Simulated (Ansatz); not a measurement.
The system is Se.

```
Se
1.0
     4.36620    0.00000    0.00000
    -2.18310    3.78124    0.00000
     0.00000    0.00000    4.95360
Se
3
Direct
  0.77460 0.77460 0.00000
  0.00000 0.22540 0.66667
  0.22540 0.00000 0.33333
```

```yaml
Program: Ansatz 0.2.0
Task: single point
Functional: PBE
Potentials_or_basis: all-electron LAPW, scalar-relativistic
Cutoff: 326 eV (chosen from the basis error)
Basis_error_allowed: 0.001 eV/atom
k_mesh: 7 × 7 × 6
Occupations: fermi-dirac, width 0.05 eV
Spin: no spin polarisation
```

On this cell: pressure 2.8 GPa; largest force 0.395 eV/Å; band gap on the k mesh 1.22 eV, indirect (least direct gap 1.49 eV).

The same run follows on a disturbed copy (atoms moved at random, drawn with an rms of 0.05 Å):

```
Se
1.0
     4.36620    0.00000    0.00000
    -2.18310    3.78124    0.00000
     0.00000    0.00000    4.95360
Se
3
Direct
  0.77894 0.77804 0.00263
  0.00918 0.23606 0.65783
  0.22781 0.00178 0.32738
```

Question: What does the disturbed cell give?

Answer: The energy moves by +3.7 meV/atom; pressure 2.6 GPa; largest force 0.624 eV/Å; band gap on the k mesh 0.92 eV, indirect (least direct gap 1.33 eV).

Forces on the atoms (eV/Å):
```
Se  -0.299 -0.203 -0.509
Se  -0.205  0.106  0.331
Se   0.504  0.097  0.178
```

Stress tensor (GPa, compression positive):
```
2.59 0.25 0.51
0.25 1.38 1.33
0.51 1.33 3.71
```

Caveats: an odd mesh through Γ misses points on the zone boundary, where band edges often lie.
